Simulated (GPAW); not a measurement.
# B/Ti(0001): work function by functional and basis, part 2 of 2

Aim: the work function of both faces of B/Ti(0001), and its spread over functionals and bases.

GPAW 26.7.0; GPAW, PAW setups; slab in vacuum, relaxation (the session's first sound run).

So far, upper work function (eV): step 2 (relaxation, PBE, GPAW) 5.29; step 5 (self-consistent run: xc = "vdW-DF2", GPAW, PAW setups, GPAW) 5.60; step 6 (self-consistent run: xc = "revPBE") 5.21; step 7 (self-consistent run: xc = "RPBE") 5.21; step 8 (self-consistent run: xc = "LDA") 5.47.

## Step 9: Real-space grid: mode = "fd"

A real-space grid is a second complete basis, so it checks the plane-wave result.

run.py reads:

```python
import json
import numpy as np
from ase import Atoms
from gpaw import GPAW

slab = Atoms(
    ['Ti', 'Ti', 'Ti', 'Ti', 'B'],
    positions=[
        [2.95000, 1.70318, 9.00000],
        [0.00000, 0.00000, 11.34230],
        [2.95000, 1.70318, 13.67259],
        [-0.00000, 0.00000, 16.10060],
        [1.47500, 0.85159, 17.59015]],
    cell=[[2.95, 0.0, 0.0], [1.475, 2.55477, 0.0], [0.0, 0.0, 26.77412]],
    pbc=[True, True, False])

slab.calc = GPAW(mode='fd', h=0.18, xc='PBE', kpts={'size': (12, 12, 1), 'gamma': True},
                 occupations={'name': 'fermi-dirac', 'width': 0.1}, nbands='200%',
                 convergence={'density': 1e-05}, maxiter=200,
                 poissonsolver={'dipolelayer': 'xy'},
                 symmetry={'tolerance': 1e-3}, txt='slab.txt')
result = {}
energy = slab.get_potential_energy()
fermi = slab.calc.get_fermi_level()
v = slab.calc.get_electrostatic_potential().mean((0, 1)) - fermi
n = slab.calc.get_pseudo_density().mean((0, 1))
L = slab.cell[2, 2]
z = np.arange(len(v)) * L / len(v)
low, high = slab.positions[:, 2].min(), slab.positions[:, 2].max()
below, above = np.interp([low - 6.8, high + 6.8], z, v)
slopes = [np.interp(x, z, np.gradient(v, z)) for x in (low - 6.8, high + 6.8)]
eps = np.array([[slab.calc.get_eigenvalues(k, s) for k in range(len(slab.calc.get_ibz_k_points()))]
                for s in range(slab.calc.get_number_of_spins())]) - fermi
top, bottom = eps[eps < 0].max(), eps[eps > 0].min()
dipole = slab.get_dipole_moment()[2]
print(f'energy {energy:.4f} eV, Fermi level {fermi:.4f} eV, dipole {dipole:.5f} e A')
print(f'potential 6.8 A off the faces, from the Fermi level: lower {below:.4f} eV, upper {above:.4f} eV')
print(f'slope of the potential there: lower {slopes[0]:.5f}, upper {slopes[1]:.5f} eV/A')
print(f'nearest levels on the mesh: {top:.4f} and {bottom:.4f} eV')
print('magnetic moment', round(slab.get_magnetic_moment(), 3))
result.update(energy=energy, fermi=fermi, dipole=dipole, below=below, above=above, slopes=slopes, edges=[top, bottom],
              z=z.tolist(), v=v.tolist(), n=n.tolist(), positions=slab.positions.tolist(),
              forces=slab.get_forces(apply_constraint=False).tolist(), moments=slab.get_magnetic_moments().tolist())
json.dump(result, open('result.json', 'w'))
```

Run with:

```bash
$ OMP_NUM_THREADS=1 OPENBLAS_NUM_THREADS=1 python run.py
```

Output:

```text
energy -30.0755 eV, Fermi level -4.8492 eV, dipole -0.03696 e A
potential 6.8 A off the faces, from the Fermi level: lower 4.4052 eV, upper 5.2932 eV
slope of the potential there: lower -0.00002, upper 0.00000 eV/A
nearest levels on the mesh: -0.0118 and 0.0140 eV
magnetic moment 0.0
```

Wall time 13 min (1 thread of Arm Neoverse V1, shared host); peak memory 1.1 GiB.

This step gave:

* dipole along the normal: -0.03696 e·Å
* levels nearest the Fermi level on the mesh: -0.01176, 0.01404 eV from the Fermi level
* upper work function: 5.293 eV
* lower work function: 4.405 eV

The upper face's work function is 5.293 eV, against 5.294 eV in the first plane-wave PBE run at this geometry.

## Step 10: Atomic orbitals: mode = "lcao"

Atom-centred orbitals end a few angstrom from the surface, which tests how much the density's tail matters.

run.py, as its differences from that of step 9:

```diff
@@ -16,4 +16,4 @@
 
-slab.calc = GPAW(mode='fd', h=0.18, xc='PBE', kpts={'size': (12, 12, 1), 'gamma': True},
-                 occupations={'name': 'fermi-dirac', 'width': 0.1}, nbands='200%',
+slab.calc = GPAW(mode='lcao', basis='dzp', h=0.18, xc='PBE', kpts={'size': (12, 12, 1), 'gamma': True},
+                 occupations={'name': 'fermi-dirac', 'width': 0.1}, nbands='120%',
                  convergence={'density': 1e-05}, maxiter=200,
```

Output:

```text
energy -29.4485 eV, Fermi level -4.8296 eV, dipole -0.03643 e A
potential 6.8 A off the faces, from the Fermi level: lower 4.3919 eV, upper 5.2673 eV
slope of the potential there: lower 0.00000, upper 0.00000 eV/A
nearest levels on the mesh: -0.0099 and 0.0221 eV
magnetic moment 0.0
```

It took 21 min on 1 thread; peak memory 0.4 GiB.

Numbers from this step:

| Quantity | Value |
| --- | --- |
| dipole along the normal | -0.03643 e·Å |
| levels nearest the Fermi level on the mesh | -0.009942, 0.02209 eV from the Fermi level |
| upper work function | 5.267 eV |
| lower work function | 4.392 eV |

The upper face's work function is 5.267 eV, against 5.294 eV in the first plane-wave PBE run at this geometry.

## Step 11: All levels side by side

Times are for 1 thread of Arm Neoverse V1, shared host. The series side by side:

| no. | run | upper work function (eV) | lower work function (eV) | time | memory (GiB) |
| --- | --- | --- | --- | --- | --- |
| 1 | pw | 5.294 | 4.405 | 2.8 min | 0.29 |
| 2 | optPBE vdW | 5.462 | 4.549 | 3.1 min | 0.47 |
| 3 | vdW DF2 | 5.599 | 4.623 | 3.3 min | 0.47 |
| 4 | revPBE | 5.208 | 4.304 | 2.8 min | 0.29 |
| 5 | RPBE | 5.208 | 4.293 | 3.2 min | 0.29 |
| 6 | LDA | 5.471 | 4.587 | 2.9 min | 0.29 |
| 7 | fd | 5.293 | 4.405 | 13 min | 1.1 |
| 8 | lcao | 5.267 | 4.392 | 21 min | 0.4 |

## Step 12: Side by side

Results and costs are gathered.

This step: comparison of work functions, dipole and cost (GPAW 26.7.0).

Ladder, by row:

| step | code | work function, upper (eV) | work function, lower (eV) | dipole (e Å) | wall time (s) | peak memory (GiB) | threads |
| --- | --- | --- | --- | --- | --- | --- | --- |
| pw | GPAW | 5.294 | 4.405 | -0.03698 | 167.8 | 0.29 | 1 |
| optPBE-vdW | GPAW | 5.462 | 4.549 | -0.03793 | 186.5 | 0.47 | 1 |
| vdW-DF2 | GPAW | 5.599 | 4.623 | -0.04056 | 196.9 | 0.47 | 1 |
| revPBE | GPAW | 5.208 | 4.304 | -0.03759 | 170.2 | 0.29 | 1 |
| RPBE | GPAW | 5.208 | 4.293 | -0.03801 | 190.7 | 0.29 | 1 |
| LDA | GPAW | 5.471 | 4.587 | -0.03675 | 172.4 | 0.29 | 1 |
| fd | GPAW | 5.293 | 4.405 | -0.03696 | 752.6 | 1.05 | 1 |
| lcao | GPAW | 5.267 | 4.392 | -0.03643 | 1238 | 0.4 | 1 |

## Step 13: A changed run

One more run, with changed settings.

This step: GPAW, PAW setups; slab in vacuum (GPAW 26.7.0).

run.py, as its differences from that of step 10:

```diff
@@ -16,5 +16,5 @@
 
-slab.calc = GPAW(mode='lcao', basis='dzp', h=0.18, xc='PBE', kpts={'size': (12, 12, 1), 'gamma': True},
-                 occupations={'name': 'fermi-dirac', 'width': 0.1}, nbands='120%',
-                 convergence={'density': 1e-05}, maxiter=200,
+slab.calc = GPAW(mode='fd', h=0.4, xc='PBE', kpts={'size': (12, 12, 1), 'gamma': True},
+                 occupations={'name': 'fermi-dirac', 'width': 0.1}, nbands='200%',
+                 convergence={'density': 1e-05}, maxiter=100,
                  poissonsolver={'dipolelayer': 'xy'},
```

Output:

```text
energy -17.5336 eV, Fermi level -4.7158 eV, dipole -0.03269 e A
potential 6.8 A off the faces, from the Fermi level: lower 4.3218 eV, upper 5.1099 eV
slope of the potential there: lower -0.00003, upper 0.00000 eV/A
nearest levels on the mesh: -0.0198 and 0.0060 eV
magnetic moment 0.0
```

Run time: 98 s. Hardware: 1 thread; peak memory 0.22 GiB.

The run finished. A setting was moved off its sound value on purpose, so it serves as a test and not as the result.

The fault put into the input: a grid far too coarse (mode = "fd" and h = 0.4).

Side by side:

| quantity | this run | sound run | difference |
| --- | --- | --- | --- |
| dipole along the normal (e·Å) | -0.032686 | -0.036977 | 0.00429 |
| upper work function (eV) | 5.1099 | 5.2940 | -0.184 |
| lower work function (eV) | 4.3218 | 4.4045 | -0.0827 |

One result that differs is the dipole along the normal, -0.0327 e·Å against -0.0370 e·Å.

## Step 14: Results

```
work function, upper and lower face : 5.294 and 4.405 eV
dipole along the normal             : -0.0370 e Å
```

In words: With plane waves and PBE the work function is 5.29 eV on the upper face and 4.40 eV on the lower. The two faces differ by 0.89 eV, the step that the slab's dipole makes (e p/(ε0 A) gives 0.89 eV), so the dipole layer is needed. Over the sound runs of the table the upper face's work function spans 5.208 (RPBE) to 5.599 eV (vdW-DF2). The cell of 7.54 Å² holds one B, started on one chosen site; other sites and coverages weren't tried. The runs had no spin polarisation, so a magnetic state, which thin layers of d-metal atoms can have, wasn't tested. The in-plane lattice was kept as typed, which isn't the functional's own and leaves some strain; spin-orbit coupling and temperature are left out.

[Logs are printed without paths, hosts, clocks, repeated set-up lines and the standing remarks that a program may print on its own settings, such as how far it seeks lower states.]

[Hosts, paths, dates, database ids (printed as entryN), source tags and the programs' standing remarks are cut or masked in the printed files.]
